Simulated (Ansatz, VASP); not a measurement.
## SrO: VASP beside Ansatz

Wanted: the spread between two codes on one cell, functional and k mesh.

Main program and level: Ansatz 0.2.0; plane waves, with VASP 6.6.1 beside it; band structure at r2SCANh with an exact-exchange share of 0.1 and band structure at B3LYP with an exact-exchange share of 0.2.

### 1. The structure

Symmetry: Fm-3m, No. 225, cubic system. The conventional cell has a = 5.161 Å, b = 5.161 Å, c = 5.161 Å, α = 90.00°, β = 90.00°, γ = 90.00°. Nearest to Sr lie 6 O at 2.58 Å. O has 6 Sr at 2.58 Å nearest. Farther neighbours and most contacts between anions are not listed.

Structure file:

```
Sr O
1.0
     0.00000    2.58066    2.58066
     2.58066    0.00000    2.58066
     2.58066    2.58066    0.00000
Sr O
1 1
Direct
  0.00000 0.00000 0.00000
  0.50000 0.50000 0.50000
```

### 2. VASP: band structure, r2SCANh with an exact-exchange share of 0.1

The same path points are solved in both programs, so levels can be compared one by one.

Lines of VASP's logs that name or quote its potential files are left out, and so is its time.

The run reads the wave functions of an earlier VASP run, which isn't shown here.

INCAR reads:

```
SYSTEM = SrO
PREC = Accurate
ENCUT = 520
EDIFF = 1E-06
NELM = 100
ISMEAR = 0
SIGMA = 0.02
LREAL = .FALSE.
ALGO = Normal
LHFCALC = .TRUE.
AEXX = 0.1
METAGGA = R2SCAN
LASPH = .TRUE.
NBANDS = 14
PRECFOCK = Fast
HFRCUT = -1
LORBIT = 11
LWAVE = .FALSE.
LCHARG = .FALSE.
KPAR = 4
```

POSCAR reads:

```
SrO
1.0
    0.0000000000      2.5806600000      2.5806600000
    2.5806600000      0.0000000000      2.5806600000
    2.5806600000      2.5806600000      0.0000000000
Sr O
1 1
Direct
    0.0000000000      0.0000000000      0.0000000000
    0.5000000000      0.5000000000      0.5000000000
```

KPOINTS reads:

```
Automatic mesh
0
Gamma
5 5 5
0 0 0
```

KPOINTS_OPT reads:

```
Line mode
6
Line-mode
Reciprocal
  0.00000000   0.00000000   0.00000000 GAMMA
  0.50000000   0.00000000   0.50000000 X

  0.50000000   0.00000000   0.50000000 X
  0.50000000   0.25000000   0.75000000 W

  0.50000000   0.25000000   0.75000000 W
  0.37500000   0.37500000   0.75000000 K

  0.37500000   0.37500000   0.75000000 K
  0.00000000   0.00000000   0.00000000 GAMMA

  0.00000000   0.00000000   0.00000000 GAMMA
  0.50000000   0.50000000   0.50000000 L

  0.50000000   0.50000000   0.50000000 L
  0.62500000   0.25000000   0.62500000 U

  0.62500000   0.25000000   0.62500000 U
  0.50000000   0.25000000   0.75000000 W

  0.50000000   0.25000000   0.75000000 W
  0.50000000   0.50000000   0.50000000 L

  0.50000000   0.50000000   0.50000000 L
  0.37500000   0.37500000   0.75000000 K

  0.62500000   0.25000000   0.62500000 U
  0.50000000   0.00000000   0.50000000 X
```

Potentials, in the order of the species: Sr_sv and O (PBE family, release 64).

Run with:

```sh
mpirun -np 4 vasp_std
```

Numbers of over 12 decimals in the logs are rounded to 6 here.

The program printed:

```text
[banner, memory and clock lines left out]
running    4 mpi-ranks, on    1 nodes
 distrk:  each k-point on    1 cores,    4 groups
 distr:  one band on    1 cores,    1 groups

 POSCAR found type information on POSCAR SrO
 POSCAR found :  2 types and       2 ions
|                                                                             |
|               ----> ADVICE to this user running VASP <----                  |
|                                                                             |
|     You enforced a specific xc type in the INCAR file but a different       |
|     [... a line on the potential file left out ...]
|     I HOPE YOU KNOW WHAT YOU ARE DOING!                                     |
|                                                                             |

 LDA part: xc-table for (None), standard interpolation
 found WAVECAR, reading the header
 POSCAR, INCAR and KPOINTS ok, starting setup
 FFT: planning ... GRIDC
 FFT: planning ... GRID_SOFT
 FFT: planning ... GRID
 HFRCUT set to (new)   10.085124
 reading WAVECAR
 the WAVECAR file was read successfully
 initial charge from wavefunction
 entering main loop
       N       E                     dE             d eps       ncg     rms          rms(c)
DAV:   1    -0.266913162548E+02   -0.26691E+02   -0.41242E-01   280   0.786E+00    0.348E+00
DAV:   2    -0.266814761585E+02    0.98401E-02   -0.39687E-02   352   0.209E+00    0.154E+00
DAV:   3    -0.266821224826E+02   -0.64632E-03   -0.42995E-03   328   0.609E-01    0.869E-01
DAV:   4    -0.266819214535E+02    0.20103E-03   -0.72678E-04   328   0.252E-01    0.589E-01
DAV:   5    -0.266819224632E+02   -0.10097E-05   -0.13984E-04   322   0.121E-01    0.371E-01
DAV:   6    -0.266819305675E+02   -0.81043E-05   -0.35514E-05   322   0.674E-02    0.225E-01
DAV:   7    -0.266819397095E+02   -0.91420E-05   -0.13238E-05   316   0.414E-02    0.139E-01
DAV:   8    -0.266819445366E+02   -0.48271E-05   -0.43799E-06   316   0.239E-02    0.872E-02
DAV:   9    -0.266819468426E+02   -0.23061E-05   -0.14043E-06   224   0.137E-02    0.551E-02
DAV:  10    -0.266819478803E+02   -0.10376E-05   -0.62470E-07   176   0.990E-03    0.346E-02
DAV:  11    -0.266819483264E+02   -0.44614E-06   -0.22111E-07   176   0.596E-03
   1 F= -.26681948E+02 E0= -.26681948E+02  d E =-.410543E-14
 Start KPOINTS_OPT (optional k-point list driver)
k-point batch [1-10\60]
       N       E                     dE             ncg
DAV:   1    -0.887784751382E+03   -0.50481E+04      280
DAV:   2    -0.176361392723E+04   -0.87583E+03      378
DAV:   3    -0.181421572060E+04   -0.50602E+02      336
DAV:   4    -0.181528414703E+04   -0.10684E+01      398
DAV:   5    -0.181530477758E+04   -0.20631E-01      386
DAV:   6    -0.181530505783E+04   -0.28025E-03      398
DAV:   7    -0.181530506180E+04   -0.39743E-05      334
DAV:   8    -0.181530506186E+04   -0.61871E-07      212
[...]
k-point batch [51-60\60]
       N       E                     dE             ncg
DAV:   1    -0.978138828598E+03   -0.71618E+04      280
DAV:   2    -0.179524649029E+04   -0.81711E+03      372
DAV:   3    -0.183744584495E+04   -0.42199E+02      348
DAV:   4    -0.183867976658E+04   -0.12339E+01      464
DAV:   5    -0.183869991420E+04   -0.20148E-01      408
DAV:   6    -0.183870029006E+04   -0.37586E-03      458
DAV:   7    -0.183870029950E+04   -0.94423E-05      306
DAV:   8    -0.183870029979E+04   -0.28451E-06      310
```

From OUTCAR (step 2):

```text
ion  position               nearest neighbor table
   1  0.000  0.000  0.000-   2 2.58   2 2.58   2 2.58   2 2.58   2 2.58   2 2.58
   2  0.500  0.500  0.500-   1 2.58   1 2.58   1 2.58   1 2.58   1 2.58   1 2.58

  LATTYP: Found a face centered cubic cell.
 ALAT       =     5.1613200000

 Subroutine GETGRP returns: Found 48 space group operations
 (whereof 48 operations were pure point group operations)

The static configuration has the point symmetry O_h .

 Found     10 irreducible k-points:

   k-points           NKPTS =     10   k-points in BZ     NKDIM =    125   number of bands    NBANDS=     14

   dimension x,y,z NGX =    28 NGY =   28 NGZ =   28
   dimension x,y,z NGXF=    56 NGYF=   56 NGZF=   56

   ENCUT  =  520.0 eV  38.22 Ry    6.18 a.u.   6.79  6.79  6.79*2*pi/ulx,y,z

   NELECT =      16.0000    total number of electrons

 k-points in reciprocal lattice and weights: Automatic mesh
   0.00000000  0.00000000  0.00000000       0.008
   0.20000000  0.00000000  0.00000000       0.064
   0.40000000  0.00000000  0.00000000       0.064
   0.20000000  0.20000000  0.00000000       0.048
   0.40000000  0.20000000  0.00000000       0.192
  -0.40000000  0.20000000  0.00000000       0.192
  -0.20000000  0.20000000  0.00000000       0.096
   0.40000000  0.40000000  0.00000000       0.048
  -0.40000000  0.40000000  0.00000000       0.096
  -0.40000000  0.40000000  0.20000000       0.192

  exchange ACFDT corr.  =         0.00000000  see jH, gK, PRB 81, 115126

 average (electrostatic) potential at core
       1 -38.7006       2 -71.2421

 E-fermi :   0.8532

 k-point     1 :       0.0000    0.0000    0.0000
  band No.  band energies     occupation
    ...
      4     -13.9938      2.00000
      5     -13.9938      2.00000
      6       0.7533      2.00000
      7       0.7533      2.00000
      8       0.7533      2.00000
      9       6.0953      0.00000
     10       8.3936      0.00000
     11       8.3936      0.00000
     12       8.3936      0.00000
     13      10.7123      0.00000
    ...

 k-point     2 :       0.2000    0.0000    0.0000
  band No.  band energies     occupation
    ...
      4     -14.0202      2.00000
      5     -13.5496      2.00000
      6      -0.1650      2.00000
      7       0.3119      2.00000
      8       0.3119      2.00000
      9       7.6545      0.00000
     10       8.1418      0.00000
     11       9.1724      0.00000
     12       9.1724      0.00000
     13      11.7097      0.00000
    ...

 k-point     3 :       0.4000    0.0000    0.0000
  band No.  band energies     occupation
    ...
      4     -14.0616      2.00000
      5     -13.0921      2.00000
      6      -1.2489      2.00000
      7      -0.2952      2.00000
      8      -0.2952      2.00000
      9       8.5397      0.00000
     10      10.1086      0.00000
     11      10.7952      0.00000
     12      10.7952      0.00000
     13      13.7453      0.00000
    ...

  energy-cutoff  :      520.00
  volume of cell :       34.37
      direct lattice vectors                 reciprocal lattice vectors
     0.000000000  2.580660000  2.580660000    -0.193748886  0.193748886  0.193748886
     2.580660000  0.000000000  2.580660000     0.193748886 -0.193748886  0.193748886
     2.580660000  2.580660000  0.000000000     0.193748886  0.193748886 -0.193748886

 POSITION                                       TOTAL-FORCE (eV/Angst)
 -----------------------------------------------------------------------------------
      0.00000      0.00000      0.00000         0.000000      0.000000      0.000000
      2.58066      2.58066      2.58066         0.000000      0.000000      0.000000
 -----------------------------------------------------------------------------------
    total drift:                                0.000000     -0.000000     -0.000000

  FREE ENERGIE OF THE ION-ELECTRON SYSTEM (eV)
  ---------------------------------------------------
  free  energy   TOTEN  =       -26.6819483264 eV

  energy  without entropy=      -26.6819483264  energy(sigma->0) =      -26.68194833

 total charge
# of ion       s       p       d       tot
------------------------------------------
    1        2.013   5.909   0.226   8.148
    2        1.555   3.455   0.000   5.010
--------------------------------------------------
tot          3.569   9.364   0.226  13.158

[... 3 further parts left out ...]
```

### 3. Ansatz: band structure, r2SCANh with an exact-exchange share of 0.1

Ansatz runs on its default PAW (the set named soft_2) files.

The same cell, functional, mesh and smearing now go to Ansatz, which takes its cutoff from its data sets.

input.yaml reads:

```yaml
crystal:
  lattice:
    - [0.0, 2.58066, 2.58066]
    - [2.58066, 0.0, 2.58066]
    - [2.58066, 2.58066, 0.0]
  atoms:
    - { symbol: Sr, position: [0.0, 0.0, 0.0] }
    - { symbol: O, position: [0.5, 0.5, 0.5] }
hamiltonian:
  xc: r2scanh
  pseudopotentials: { kind: paw }
kpoints:
  mp_grid: { grid: [5, 5, 5] }
  band_path:
    path:
      - [0.0, 0.0, 0.0]
      - [0.5, 0.0, 0.5]
      - [0.5, 0.2, 0.7]
      - [0.4, 0.35, 0.75]
      - [0.15, 0.15, 0.3]
      - [0.2, 0.2, 0.2]
      - [0.55, 0.4, 0.55]
      - [0.6, 0.25, 0.65]
      - [0.5, 0.25, 0.75]
      - [0.5, 0.5, 0.5]
      - [0.375, 0.375, 0.75]
      - [0.5, 0.0, 0.5]
    npoints: 1
scf:
  occupations: { method: gaussian, width: 0.02 }
  n_extra_bands: 7
output:
  forces: true
  stress: true
  eigenvalues: true
```

Run with:

```sh
ansatz run input.yaml --threads 4 --pin off --max-ram 9216MiB --backend cpu --events-out ev --progress --plain --runs-dir out
```

The program printed:

```text
Warning: output.stress: scf.convergence.dr2_threshold = 1e-7 eV (the SCF's general default) is looser than the 2e-10 eV advised for a printed stress (1e-10 eV for each atom of the cell: 2). What an SCF threshold leaves in a stress goes as its square root, and in the free energy as the threshold itself, and one threshold admits the most on a small cell: [figures from the program's tests cut] Set scf.convergence.dr2_threshold to 2e-10 eV or tighter. The threshold is an SCF's pass mark: one that does not reach it within its budget of iterations ends unconverged, or closes short of it on a stop that the run arms, and scf.convergence.dr2_threshold's page says what that costs each kind of run
Warning: output.stress: scf.exx.energy_threshold = 1e-6 eV is looser than the 2e-8 eV advised for a stress under a hybrid functional (1e-8 eV for each atom of the cell: 2). Every SCF of the exchange loop can meet its threshold on dr2 while the loop round them stops early: no threshold on dr2 bounds what that leaves in the stress. Set scf.exx.energy_threshold to 2e-8 eV or tighter. The threshold is the loop's pass mark: a loop that does not reach it within its budget of cycles ends unconverged, and scf.exx.energy_threshold's page has the law
scf.n_extra_bands = 7 over 8 filled bands (N_el = 16.0): the run solves 15 bands
Engine: ansatz 0.2.0, aarch64-unknown-linux-gnu
Pseudopotentials: kind: paw
Pseudopotential: Sr, paw, valence charge 10, recommended cutoff 500 eV (meta_gga), Sr.paw.azcp
Pseudopotential: O, paw, valence charge 6, recommended cutoff 500 eV (meta_gga), O.paw.azcp
Functional definition: r2SCANh
  parameter a = 0.1
  parameter k0 = 0.174
  parameter k1 = 0.065
  parameter a1 = 4.9479
  exchange = (1 - a)*r2scan_x(k0 = k0, k1 = k1, a1 = a1) + a*exact_x
  correlation = r2scan_c
Crystal: 2 atoms, lattice volume = 34.373 Å³
Basis set: ecut = 500 eV, 893 PW (Γ), exchange–correlation on 108×108×108 points (64 copies of the dense FFT grid, shifted against one another)
Bands: 15, of which v1, the nominal top of the filled ones, is band 8 counted from 1 (7 counted from 0)
Symmetry: 48 space group operations
Space group: Fm-3m (ITA 225), of the structure as read, at distance tolerance 3.3e-5 Å
k-points: 10 of 125
Non-local potential: Sr, projectors of the file, l = 0: 3, l = 1: 2, l = 2: 2
Non-local potential: O, projectors of the file, l = 0: 2, l = 1: 2, l = 2: 1
PAW form: soft (Blöchl's): semilocal exchange-correlation on the pseudo side does not see the compensation charge
PAW frozen core: Sr, regenerated for the run's functional, and the local potential with it (the file was generated under x = pbe(κ = 0.804, μ = 0.219515), c = pbe(β = 0.066725))
PAW frozen core: O, regenerated for the run's functional, and the local potential with it (the file was generated under x = pbe(κ = 0.804, μ = 0.219515), c = pbe(β = 0.066725))
PAW one-centre angular grid: Sr, 302 points (default); XC on 160 Gauss nodes
PAW one-centre angular grid: O, 302 points (default); XC on 160 Gauss nodes
Initial density: superposition of atomic densities (neutral atoms: chi_scale 0, normalization atom), corrected by the library's trained network
Initial wavefunctions: pseudopotential atomic-orbital guess
Functional: x = r2scan, c = r2scan; τ floored in thin density (d = 2e-4 eV/Å³), warm-up for x = 0.9 r2scan + 0.1 exact, c = r2scan; τ floored in thin density (d = 2e-4 eV/Å³)
SCF iter   1: F=—  HF=-4126.976032 eV  |F-HF|=—  |Δ(HF+E_count)|=         —  Δρ=8.16e-3  dr2=3.08e-2  dr2_τ=5.49e-2  ethr=1.77e-3  ⟨swp⟩=8.3  Hψ=788  notcnv=0
preconditioner: auto → none  [insulator: Δε(μ)=4.233 eV  Ē_g=19.329 eV  σ=0.020 eV  W_gap=1.00  n_scr=8 (ndim 8)  ℏωp=23.7 eV  f_vac=0.000  D(μ)=0.00/eV (n_scr^D=0)]
SCF iter   2: F=—  HF=-4127.057517 eV  |F-HF|=—  |Δ(HF+E_count)|=   8.15e-2  Δρ=8.00e-3  dr2=1.21e-2  dr2_τ=3.18e-3  ethr=1.92e-4  ⟨swp⟩=4.0  Hψ=444  notcnv=0  defer=1
iter 3 solved again at ethr=6.46e-6 eV; its pass at ethr=7.53e-5 eV (dr2=1.03e-3 eV) is discarded
SCF iter   3: F=-4127.054802 eV  HF=-4127.055083 eV  |F-HF|=2.81e-4  |Δ(HF+E_count)|=   2.43e-3  Δρ=2.33e-3  dr2=1.04e-3  dr2_τ=1.15e-4  ethr=6.46e-6  ⟨swp⟩=2.0  Hψ=576  notcnv=0
SCF 1 stopped early in 3 iterations: F = -4127.054802 eV  dr2 = 1.04e-3
  greatest PAW one-centre occupation: 0.988 electrons in one spin orbital (limit 2), on the Sr atom at site 0 (counted from 0), in its partial waves of l = 0
Initial density: handed on by an earlier stage of this run
Initial wavefunctions: those handed on with the density
Functional: x = 0.9 r2scan + 0.1 exact, c = r2scan; τ floored in thin density (d = 2e-4 eV/Å³)
Frozen-core exchange: fock
SCF iter   1: F=—  HF=-4126.766156 eV  |F-HF|=—  |Δ(HF+E_count)|=         —  Δρ=4.03e-3  dr2=7.28e-3  dr2_τ=2.07e-4  ethr=6.48e-5  ⟨swp⟩=4.2  Hψ=461  notcnv=0
preconditioner: auto → none  [insulator: Δε(μ)=4.887 eV  Ē_g=20.311 eV  σ=0.020 eV  W_gap=1.00  n_scr=8 (ndim 8)  ℏωp=23.7 eV  f_vac=0.000  D(μ)=0.00/eV (n_scr^D=0)]
SCF iter   2: F=—  HF=-4126.764322 eV  |F-HF|=—  |Δ(HF+E_count)|=   1.83e-3  Δρ=1.44e-3  dr2=3.73e-4  dr2_τ=4.55e-5  ethr=4.14e-5  ⟨swp⟩=2.8  Hψ=314  notcnv=0
SCF iter   3: F=—  HF=-4126.764481 eV  |F-HF|=—  |Δ(HF+E_count)|=   1.59e-4  Δρ=1.97e-4  dr2=1.20e-5  dr2_τ=1.00e-6  ethr=2.24e-6  ⟨swp⟩=2.7  Hψ=270  notcnv=0
SCF iter   4: F=—  HF=-4126.764482 eV  |F-HF|=—  |Δ(HF+E_count)|=   1.33e-6  Δρ=7.08e-5  dr2=9.58e-7  dr2_τ=1.34e-7  ethr=6.39e-8  ⟨swp⟩=3.2  Hψ=268  notcnv=0
SCF iter   5: F=—  HF=-4126.764484 eV  |F-HF|=—  |Δ(HF+E_count)|=   1.59e-6  Δρ=2.76e-5  dr2=2.57e-7  dr2_τ=3.22e-8  ethr=5.28e-9  ⟨swp⟩=3.0  Hψ=308  notcnv=0
SCF iter   6: F=-4126.764484 eV  HF=-4126.764484 eV  |F-HF|=2.71e-10  |Δ(HF+E_count)|=   5.71e-8  Δρ=2.02e-6  dr2=6.96e-9  dr2_τ=1.70e-10  ethr=1.56e-9  ⟨swp⟩=2.8  Hψ=284  notcnv=0
SCF 2 converged in 6 iterations: F = -4126.764484 eV  dr2 = 6.96e-9
  greatest PAW one-centre occupation: 0.989 electrons in one spin orbital (limit 2), on the Sr atom at site 0 (counted from 0), in its partial waves of l = 0
hybrid outer 1: dexx = +2.167e-4 eV, tail = 1.03e-7 eV
Frozen-core exchange: fock
SCF iter   1: F=—  HF=-4126.764486 eV  |F-HF|=—  |Δ(HF+E_count)|=         —  Δρ=5.76e-6  dr2=3.05e-9  dr2_τ=2.38e-9  ethr=3.22e-9  ⟨swp⟩=5.1  Hψ=466  notcnv=0
preconditioner: auto → none  [insulator: Δε(μ)=4.802 eV  Ē_g=20.283 eV  σ=0.020 eV  W_gap=1.00  n_scr=8 (ndim 8)  ℏωp=23.7 eV  f_vac=0.000  D(μ)=0.00/eV (n_scr^D=0)]
SCF iter   2: F=-4126.764486 eV  HF=-4126.764486 eV  |F-HF|=6.46e-11  |Δ(HF+E_count)|=  8.66e-10  Δρ=2.98e-6  dr2=8.72e-10  dr2_τ=1.08e-10  ethr=1.89e-11  ⟨swp⟩=3.0  Hψ=292  notcnv=0
SCF 3 converged in 2 iterations: F = -4126.764486 eV  dr2 = 8.72e-10
  Residual-converged pass: ⟨swp⟩=3.2  Hψ=261  notcnv=0  max |occ|·‖R‖ = 2.4e-6 eV (tolerance 2.4e-6 eV)  dr2=8.78e-10  dr2_τ=1.07e-10  dr2_onsite=1.29e-10  max |Δocc| = 0.0e0
hybrid outer 2: dexx = +6.834e-10 eV, tail = 2.22e-9 eV, Δε = 1.33e-4 eV (about 1.92e-5 eV left of the loop's levels)
NSCF: frozen V_eff on 12 k-points
hybrid SCF converged: 2 outer / 8 inner (+3 warm-up), last move |dexx| = 6.83e-10 eV, tail = 2.22e-9 eV
Stability not checked: this state was not tested for a lower state beside it, because the functional holds exact exchange (a hybrid, or Hartree-Fock), whose exchange loop this test does not read (fock_operator; see scf.lower_state_search)
Free energy (F): -4126.764486 eV
Frozen-core exchange: fock
Harris-Foulkes:  -4126.764486 eV  (|F-HF|=6.46e-11)
Internal energy: -4126.764486 eV  (E = F + TS)
E sigma→0 (E₀):  -4126.764486 eV
Fermi energy:    9.349180 eV
--- Per-component energies (eV) ---
  E_band       = -83.833138
  E_kinetic    = 424.298667
  E_local      = -869.793858  (includes V_loc(G=0)·N_el)
  E_nonlocal   = 248.497602
  E_hartree    = 236.839038
  E_xc         = -217.417135
  E_vxc        = -259.055478  (∫ρ·V_xc dr)
  E_exx        = -19.842039  (= α·E_x^exact, valence–valence)
  E_paw        = -2876.813347  (= ΣΔE_a)
  E_vpaw       = -75.932768  (= ΣTr[D̂ρ^β])
  E_aug_tail   = 0.001089  (compensation charges beyond the density's cutoff)
  E_vtau       = 14.157726  (kinetic-family band-sum trace: ∫τ·v_τ [+ j·A + Jᵃ·Aᵃ] dr)
  E_ewald      = -1052.229361
  E_core_change = -0.305141  (= ΣΔE_core)
  E_smearing   = -0.000000  (= −TS)
  E_closure    = -0.000000  (closes the sum)
  Σ components = -4126.764486   (vs F -4126.764486, Δ=0.00e0)
--- Forces (eV/Å), atoms counted from 1 ---
  atom   1  Sr     0.00000000    -0.00000000    -0.00000000
  atom   2  O      0.00000000    -0.00000000     0.00000000
  max |Σ_I F_I| component: 1.30e-29 eV/Å
--- Stress (GPa, compression-positive) ---
       -0.593298       0.000000       0.000000
        0.000000      -0.593298      -0.000000
        0.000000       0.000000      -0.593298
  P = ⅓ Tr σ = -0.5933 GPa (-5.933 kbar)
--- Band table (eV; the first three rows and the last of 10) ---
  k-point 0: bands = [... 4 lower, -7.6535, 6.9480, 6.9480, 6.9480, 12.3004, 14.6510, 14.6510, 14.6510, ... 3 higher]
  k-point 1: bands = [... 4 lower, -7.2357, 6.0396, 6.5189, 6.5189, 13.8595, 14.3735, 15.4238, 15.4238, ... 3 higher]
  k-point 2: bands = [... 4 lower, -6.7960, 4.9688, 5.9248, 5.9248, 14.7701, 16.2869, 17.0512, 17.0512, ... 3 higher]
  k-point 9: bands = [... 4 lower, -7.2563, 5.7811, 6.2501, 6.5615, 13.6233, 15.4186, 17.2903, 18.9136, ... 3 higher]
```

It took 13 s on 4 threads of Arm Neoverse V2, shared host; peak memory 0.74 GiB.

In the SCF lines HF is the Harris–Foulkes energy and dr2 the Hartree energy of the density residual, in eV; the loop may stop once dr2 is under the threshold and the program's other checks hold. Hψ counts applications of the Hamiltonian.

[end of part 1 of 2]

[Lines on the potential files, build, host, timing and source positions are cut from VASP's logs without a mark.]

[Logs are printed without paths, hosts, clocks, repeated set-up lines and the standing remarks that a program may print on its own settings, such as how far it seeks lower states.]

[Hosts, paths, dates, database ids (printed as entryN), source tags and the programs' standing remarks are cut or masked in the printed files.]
